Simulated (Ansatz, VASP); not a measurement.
# SrO: VASP beside Ansatz, part 2 of 2

Wanted: the spread between two codes on one cell, functional and k mesh.

VASP 6.6.1 and Ansatz 0.2.0.

So far: The structure; VASP: band structure, r2SCANh with an exact-exchange share of 0.1; Ansatz: band structure, r2SCANh with an exact-exchange share of 0.1.

### 4. Comparison

Known differences besides the potentials themselves: exact exchange at q = 0 is treated differently, which shows on coarse meshes; VASP keeps PBE cores, Ansatz makes them for the functional; the cutoff is 500 eV in Ansatz and 520 eV in VASP; VASP takes a coarser grid for exact exchange (PRECFOCK = Fast). Total energies have different zeros and are not compared.

Both answers:

```
                     quantity  Ansatz   VASP  difference
gap over the path points (eV)   4.610  4.557      +0.053
```

Levels at points of the path, from each program's valence-band top (eV; 3 filled, then empty):

```
k (reciprocal lattice)                             Ansatz                               VASP
     0.000 0.000 0.000      0.00 0.00 0.00 5.35 7.70 7.70      0.00 0.00 0.00 5.34 7.64 7.64
     0.500 0.000 0.500  -0.44 -0.09 -0.09 4.61 9.40 11.85  -0.48 -0.10 -0.10 4.56 9.34 11.81
     0.500 0.200 0.700  -1.03 -0.46 -0.38 6.54 8.38 10.18  -1.04 -0.49 -0.40 6.50 8.35 10.11
     0.400 0.350 0.750  -0.96 -0.54 -0.47 6.20 9.22 10.34  -0.98 -0.57 -0.51 6.16 9.20 10.28
     0.150 0.150 0.300   -1.22 -0.70 -0.21 7.16 7.30 8.50   -1.24 -0.72 -0.22 7.12 7.29 8.45
     0.200 0.200 0.200   -0.91 -0.43 -0.43 6.91 7.43 8.48   -0.92 -0.44 -0.44 6.90 7.39 8.42
     0.550 0.400 0.550  -1.81 -0.99 -0.92 7.86 8.73 10.67  -1.83 -1.02 -0.95 7.82 8.71 10.61
     0.600 0.250 0.650  -0.96 -0.54 -0.47 6.20 9.22 10.34  -0.98 -0.57 -0.51 6.16 9.20 10.28
     0.500 0.250 0.750  -1.12 -0.43 -0.43 7.42 7.42 10.24  -1.14 -0.46 -0.46 7.39 7.39 10.17
     0.500 0.500 0.500  -2.14 -1.11 -1.11 8.00 9.75 10.45  -2.16 -1.14 -1.14 7.96 9.79 10.39
```

Among the levels compared at these points, filled levels agree within 34 meV and empty ones within 68 meV.

### 5. Ansatz: band structure, B3LYP with an exact-exchange share of 0.2

Levels along a path test the potential and the projectors away from the mesh points.

input.yaml reads:

```yaml
crystal:
  lattice:
    - [0.0, 2.58066, 2.58066]
    - [2.58066, 0.0, 2.58066]
    - [2.58066, 2.58066, 0.0]
  atoms:
    - { symbol: Sr, position: [0.0, 0.0, 0.0] }
    - { symbol: O, position: [0.5, 0.5, 0.5] }
hamiltonian:
  xc: b3lyp
  pseudopotentials: { kind: paw }
kpoints:
  mp_grid: { grid: [5, 5, 5] }
  band_path:
    path:
      - [0.0, 0.0, 0.0]
      - [0.5, 0.0, 0.5]
      - [0.5, 0.2, 0.7]
      - [0.4, 0.35, 0.75]
      - [0.15, 0.15, 0.3]
      - [0.2, 0.2, 0.2]
      - [0.55, 0.4, 0.55]
      - [0.6, 0.25, 0.65]
      - [0.5, 0.25, 0.75]
      - [0.5, 0.5, 0.5]
      - [0.375, 0.375, 0.75]
      - [0.5, 0.0, 0.5]
    npoints: 1
scf:
  occupations: { method: gaussian, width: 0.02 }
  n_extra_bands: 7
output:
  forces: true
  stress: true
  eigenvalues: true
```

Run with:

```sh
ansatz run input.yaml --threads 4 --pin off --max-ram 9216MiB --backend cpu --events-out ev --progress --plain --runs-dir out
```

Numbers of over 12 decimals in the logs are rounded to 6 here.

The program printed:

```text
[...]
Crystal: 2 atoms, lattice volume = 34.373 Å³
Basis set: ecut = 420 eV, 645 PW (Γ), exchange–correlation on 50×50×50 points (8 copies of the dense FFT grid, shifted against one another)
Bands: 15, of which v1, the nominal top of the filled ones, is band 8 counted from 1 (7 counted from 0)
Symmetry: 48 space group operations
[...]
k-points: 10 of 125
[...]
--- Band table (eV; the first three rows and the last of 10) ---
  k-point 0: bands = [... 4 lower, -7.7827, 6.7899, 6.7899, 6.7899, 12.6698, 14.9811, 14.9811, 14.9811, ... 3 higher]
  k-point 1: bands = [... 4 lower, -7.2834, 5.8664, 6.3485, 6.3485, 14.2380, 14.7730, 15.7501, 15.7501, ... 3 higher]
  k-point 2: bands = [... 4 lower, -6.7902, 4.7690, 5.7380, 5.7380, 15.2027, 16.7490, 17.3677, 17.3677, ... 3 higher]
  k-point 9: bands = [... 4 lower, -7.2958, 5.5891, 6.0752, 6.3987, 14.0610, 15.8515, 17.5592, 19.2278, ... 3 higher]
[key lines of the parts left out:]
Free energy (F): -4128.694032 eV
Fermi energy:    9.492114 eV
P = ⅓ Tr σ = 2.1419 GPa (21.419 kbar)
```

Elapsed: 8.2 s, on 4 threads of Arm Neoverse V2, shared host; peak memory 0.57 GiB.

### 6. VASP: band structure, B3LYP with an exact-exchange share of 0.2

The same cell, functional (in two slightly different forms), mesh and smearing now go to VASP, with its own data sets and cutoff.

The run reads the wave functions of an earlier VASP run, which isn't shown here.

INCAR reads:

```
SYSTEM = SrO
PREC = Accurate
ENCUT = 520
EDIFF = 1E-06
NELM = 100
ISMEAR = 0
SIGMA = 0.02
LREAL = .FALSE.
ALGO = Normal
LHFCALC = .TRUE.
AEXX = 0.2
GGA = B3
AGGAX = 0.72
AGGAC = 0.81
ALDAC = 0.19
LASPH = .TRUE.
NBANDS = 14
PRECFOCK = Fast
HFRCUT = -1
LORBIT = 11
LWAVE = .FALSE.
LCHARG = .FALSE.
KPAR = 4
```

POSCAR reads:

```
SrO
1.0
    0.0000000000      2.5806600000      2.5806600000
    2.5806600000      0.0000000000      2.5806600000
    2.5806600000      2.5806600000      0.0000000000
Sr O
1 1
Direct
    0.0000000000      0.0000000000      0.0000000000
    0.5000000000      0.5000000000      0.5000000000
```

KPOINTS reads:

```
Automatic mesh
0
Gamma
5 5 5
0 0 0
```

KPOINTS_OPT reads:

```
Line mode
6
Line-mode
Reciprocal
  0.00000000   0.00000000   0.00000000 GAMMA
  0.50000000   0.00000000   0.50000000 X

  0.50000000   0.00000000   0.50000000 X
  0.50000000   0.25000000   0.75000000 W

  0.50000000   0.25000000   0.75000000 W
  0.37500000   0.37500000   0.75000000 K

  0.37500000   0.37500000   0.75000000 K
  0.00000000   0.00000000   0.00000000 GAMMA

  0.00000000   0.00000000   0.00000000 GAMMA
  0.50000000   0.50000000   0.50000000 L

  0.50000000   0.50000000   0.50000000 L
  0.62500000   0.25000000   0.62500000 U

  0.62500000   0.25000000   0.62500000 U
  0.50000000   0.25000000   0.75000000 W

  0.50000000   0.25000000   0.75000000 W
  0.50000000   0.50000000   0.50000000 L

  0.50000000   0.50000000   0.50000000 L
  0.37500000   0.37500000   0.75000000 K

  0.62500000   0.25000000   0.62500000 U
  0.50000000   0.00000000   0.50000000 X
```

The projector-augmented-wave data sets are Sr_sv and O (PBE family, release 64).

Run with:

```sh
mpirun -np 4 vasp_std
```

The program printed:

```text
[banner, memory and clock lines left out]
running    4 mpi-ranks, on    1 nodes
[...]
[... a notice as in an earlier step ...]

 LDA part: xc-table for (Slater(with rela. corr.)+VWN3), standard interpolation
 found WAVECAR, reading the header
 POSCAR, INCAR and KPOINTS ok, starting setup
[...]
HFRCUT set to (new)   10.085124
 reading WAVECAR
 the WAVECAR file was read successfully
 initial charge from wavefunction
 entering main loop
       N       E                     dE             d eps       ncg     rms          rms(c)
DAV:   1    -0.138467982720E+02   -0.13847E+02   -0.10252E-01   304   0.536E+00    0.258E+00
DAV:   2    -0.138161008526E+02    0.30697E-01   -0.55406E-02   304   0.237E+00    0.876E-01
DAV:   3    -0.138200200939E+02   -0.39192E-02   -0.14643E-02   310   0.102E+00    0.500E-01
DAV:   4    -0.138190914887E+02    0.92861E-03   -0.20456E-03   336   0.394E-01    0.213E-01
DAV:   5    -0.138191231722E+02   -0.31684E-04   -0.68597E-04   322   0.202E-01    0.137E-01
[...]
DAV:   7    -0.138190808181E+02    0.18915E-05   -0.18986E-05   380   0.397E-02    0.407E-02
DAV:   8    -0.138190800491E+02    0.76898E-06   -0.36979E-06   304   0.176E-02
   1 F= -.13819080E+02 E0= -.13819080E+02  d E =-.226723E-14
 Start KPOINTS_OPT (optional k-point list driver)
k-point batch [1-10\60]
       N       E                     dE             ncg
DAV:   1    -0.866853593091E+03   -0.50271E+04      280
DAV:   2    -0.176205274854E+04   -0.89520E+03      372
DAV:   3    -0.182693778510E+04   -0.64885E+02      336
DAV:   4    -0.182836538406E+04   -0.14276E+01      404
DAV:   5    -0.182839488706E+04   -0.29503E-01      406
DAV:   6    -0.182839537682E+04   -0.48976E-03      388
DAV:   7    -0.182839538402E+04   -0.72063E-05      304
DAV:   8    -0.182839538416E+04   -0.13884E-06      224
[...]
k-point batch [51-60\60]
       N       E                     dE             ncg
DAV:   1    -0.959571733602E+03   -0.71432E+04      280
DAV:   2    -0.179719756228E+04   -0.83763E+03      366
DAV:   3    -0.185085003836E+04   -0.53652E+02      360
DAV:   4    -0.185224166399E+04   -0.13916E+01      458
DAV:   5    -0.185227153753E+04   -0.29874E-01      402
DAV:   6    -0.185227209376E+04   -0.55624E-03      428
DAV:   7    -0.185227210809E+04   -0.14325E-04      314
DAV:   8    -0.185227210843E+04   -0.33995E-06      286
```

Parts of OUTCAR (step 6):

```text
 POSITION                                       TOTAL-FORCE (eV/Angst)
 -----------------------------------------------------------------------------------
      0.00000      0.00000      0.00000         0.000000      0.000000      0.000000
      2.58066      2.58066      2.58066         0.000000     -0.000000     -0.000000
 -----------------------------------------------------------------------------------
    total drift:                                0.000000      0.000000      0.000000

  FREE ENERGIE OF THE ION-ELECTRON SYSTEM (eV)
  ---------------------------------------------------
  free  energy   TOTEN  =       -13.8190800491 eV

  energy  without entropy=      -13.8190800491  energy(sigma->0) =      -13.81908005

[... 2 parts as in an earlier step ...]

[... 1 further part left out ...]
[key lines of the parts left out:]
E-fermi :   0.6990
```

### 7. Differences

What differs besides the data sets and the points named for the pairs above, as far as they apply: the cutoff is 420 eV in Ansatz and 520 eV in VASP; VASP's log shows a relativistic correction to its local exchange, Ansatz's none. Total energies have different zeros and are not compared.

The two programs side by side:

```
                     quantity  Ansatz   VASP  difference
gap over the path points (eV)   5.215  5.158      +0.058
```

Levels at points of the path, from each program's valence-band top (eV; 3 filled, then empty):

```
k (reciprocal lattice)                              Ansatz                                VASP
     0.000 0.000 0.000       0.00 0.00 0.00 5.88 8.19 8.19       0.00 0.00 0.00 5.87 8.13 8.13
     0.500 0.000 0.500   -0.45 -0.10 -0.10 5.21 9.82 12.27   -0.48 -0.11 -0.11 5.16 9.77 12.18
     0.500 0.200 0.700   -1.06 -0.46 -0.38 7.13 8.97 10.61   -1.08 -0.49 -0.40 7.09 8.94 10.55
     0.400 0.350 0.750   -0.98 -0.56 -0.48 6.80 9.82 10.77   -1.00 -0.58 -0.51 6.76 9.79 10.72
     0.150 0.150 0.300    -1.25 -0.72 -0.21 7.73 7.83 8.99    -1.26 -0.74 -0.22 7.69 7.82 8.93
     0.200 0.200 0.200    -0.92 -0.44 -0.44 7.45 7.98 8.96    -0.93 -0.46 -0.46 7.44 7.94 8.90
     0.550 0.400 0.550   -1.85 -1.02 -0.95 8.45 9.33 11.14   -1.87 -1.05 -0.98 8.41 9.31 11.08
     0.600 0.250 0.650   -0.98 -0.56 -0.48 6.80 9.82 10.77   -1.00 -0.58 -0.51 6.76 9.79 10.72
     0.500 0.250 0.750   -1.16 -0.44 -0.44 8.02 8.02 10.67   -1.17 -0.46 -0.46 7.98 7.98 10.61
     0.500 0.500 0.500  -2.18 -1.15 -1.15 8.59 10.42 10.93  -2.21 -1.18 -1.18 8.55 10.45 10.86
```

Among the levels compared at these points, filled levels agree within 30 meV and empty ones within 88 meV.

### 8. Summary of results

| Quantity | Value |
| --- | --- |
| difference in gap over the path points (band structure, r2SCANh with an exact-exchange share of 0.1) | 0.053 eV |
| difference in gap over the path points (band structure, B3LYP with an exact-exchange share of 0.2) | 0.058 eV |

What this shows: The difference in gap over the path points is 0.058 eV (band structure, B3LYP with an exact-exchange share of 0.2), within the 0.08 eV picked in this series as the mark of a large difference. How closely two codes agree says nothing of how well the functional describes the real material.

[Lines on the potential files, build, host, timing and source positions are cut from VASP's logs without a mark.]

[Logs are printed without paths, hosts, clocks, repeated set-up lines and the standing remarks that a program may print on its own settings, such as how far it seeks lower states.]

[Hosts, paths, dates, database ids (printed as entryN), source tags and the programs' standing remarks are cut or masked in the printed files.]
